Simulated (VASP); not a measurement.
# AlRu: restarted molecular dynamics, 2 variants

AlRu, Pm-3m (no. 221), 8 atoms in the cell. PBE, molecular dynamics; PAW potentials Ru, Al (PBE set).

| Restart from | Temperature at the end (K) | The same without a restart (K) | Potential energy at the end (eV/atom) | The same without a restart (eV/atom) | Electronic steps in the first step after the restart | Time (s) |
|---|---|---|---|---|---|---|
| CONTCAR with velocities, WAVECAR read | 910.0 | 910.0 | -6.79891 | -6.79892 | 10 | 128 |
| CONTCAR with velocities, no WAVECAR | 910.0 | 910.0 | -6.79892 | -6.79892 | 20 | 142 |

Limits: 120 fs of 8 atoms are too short for converged averages; the cell is only 3.0 Å across, so each atom moves in step with near copies of itself.

## Input of the first row

INCAR.step1:
```
SYSTEM = AlRu
GGA = PE ; PREC = Normal
ENCUT = 240 ; EDIFF = 1E-6
NELMIN = 4 ; NELM = 60
ALGO = Fast ; LREAL = Auto
LASPH = .TRUE. ; ISMEAR = -1
SIGMA = 0.05 ; ISYM = 0
LWAVE = .TRUE. ; LCHARG = .FALSE.
IBRION = 0 ; NSW = 30
POTIM = 2.0 ; TEBEG = 1000
ISIF = 2 ; RANDOM_SEED = 249486 0 0
MDALGO = 2 ; SMASS = 0
KPAR = 2
```

INCAR.step2, as INCAR.step1 but for:
```
- LWAVE = .TRUE.
+ LWAVE = .FALSE.
```

KPOINTS:
```
k-points
0
Monkhorst-Pack
  4 4 1
```

POSCAR.step1:
```
AlRu
1.0
    2.9916000000      0.0000000000      0.0000000000
    0.0000000000      2.9916000000      0.0000000000
    0.0000000000      0.0000000000     11.9664000000
Ru Al
4 4
Direct
    0.5000000000      0.5000000000      0.1250000000
    0.5000000000      0.5000000000      0.3750000000
    0.5000000000      0.5000000000      0.6250000000
    0.5000000000      0.5000000000      0.8750000000
    0.0000000000      0.0000000000      0.0000000000
    0.0000000000      0.0000000000      0.2500000000
    0.0000000000      0.0000000000      0.5000000000
    0.0000000000      0.0000000000      0.7500000000
```

Commands (each step's output is kept before the next begins):
```
cat potpaw_PBE.64/Ru/POTCAR potpaw_PBE.64/Al/POTCAR > POTCAR
cp INCAR.step1 INCAR
cp POSCAR.step1 POSCAR
mpirun -np 2 vasp_std > vasp.out
cp CONTCAR POSCAR
cp INCAR.step2 INCAR
mpirun -np 2 vasp_std > vasp.out
```

Changes of the last row against the first:
```
(step 1)
- LWAVE = True
+ LWAVE = False
```

VASP 6.6.1 took 128 s on 2 cores (Intel Xeon Platinum 8375C @ 2.90GHz (Ice Lake)), a shared host.
